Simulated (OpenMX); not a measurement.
Runs of OpenMX 3.8.5 on Ir. It takes space group Fm-3m (No. 225, cubic). Conventional cell: a = 3.831 Å, b = 3.831 Å, c = 3.831 Å, α = 90.00°, β = 90.00°, γ = 90.00°. Around Ir (site symmetry m-3m) lie 12 Ir at 2.71 Å. 

```csv
task,level,potentials or basis,cell,k mesh,gap on the mesh (eV),pressure (GPa)
band structure,LDA,"OpenMX 2013 LDA set, Ir7.0-s3p2d2f1, grid cutoff 400 Ry","Fm-3m, 14.06 Å³/atom",13 × 13 × 13,-,(a)
single point,PBE,"OpenMX 2013 PBE set, Ir7.0-s3p2d2f1, grid cutoff 400 Ry","Fm-3m, 14.62 Å³/atom",9 × 9 × 9,none,(b)
single point,PBE,"OpenMX 2013 PBE set, Ir7.0-s3p2d2f1, grid cutoff 400 Ry","Fm-3m, 13.5 Å³/atom",9 × 9 × 9,none,32.9
single point,PBE,"OpenMX 2013 PBE set, Ir7.0-s3p2d2f1, grid cutoff 400 Ry","Fm-3m, 12.37 Å³/atom",9 × 9 × 9,none,87.4
single point,PBE,"OpenMX 2013 PBE set, Ir7.0-s3p2d2f1, grid cutoff 400 Ry","Fm-3m, 15.18 Å³/atom",9 × 9 × 9,none,-13.3
```

Alike in all rows: no spin polarisation; smearing fermi-dirac 0.05 eV.

Question: Fill in the values left out.

Answer: (a) -2.8; (b) -1.6.

Caveats: the basis of atomic orbitals isn't converged, which shifts pressures, moduli and gaps; spin-orbit coupling is left out, which moves the levels of the heavy elements (some runs); the cell as given lies far from equilibrium (some runs).

A k mesh can miss the band edges, and the runs leave out spin-orbit coupling on Ir.

A gap of «none» marks a metal or a gap under the smearing width.
